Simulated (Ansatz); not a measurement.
CaO:

```xyz
2
Lattice="0.0000 2.4036 2.4036 2.4036 0.0000 2.4036 2.4036 2.4036 0.0000" Properties=species:S:1:pos:R:3 pbc="T T T"
Ca    0.0000    0.0000    0.0000
O     2.4036    2.4036    2.4036
```

The cell is a database's computed one.

Base run:

- Program: Ansatz 0.2.0
- Functional: PBEsol
- Potentials or basis: all-electron PAW datasets made for the crystal
- Cutoff: 300 eV
- Density cutoff: 1200 eV
- k mesh: 8 × 8 × 8
- Occupations: fermi-dirac, width 0.05 eV
- Spin: no spin polarisation

Its results: band gap on the k mesh 3.55 eV, indirect (least direct gap 3.93 eV).

Problem. The run is repeated on the same cell with these changes: functional from PBEsol to HSE06; cutoff from 300 eV to 340 eV; density cutoff from 1200 eV to 1360 eV. What comes out?

Solution. Band gap on the k mesh 5.31 eV, indirect (least direct gap 5.73 eV).

HSE06 gives the wider gap, since exact exchange removes part of the self-interaction.

A k mesh can miss the band edges.

Not every run made on this cell is shown here.
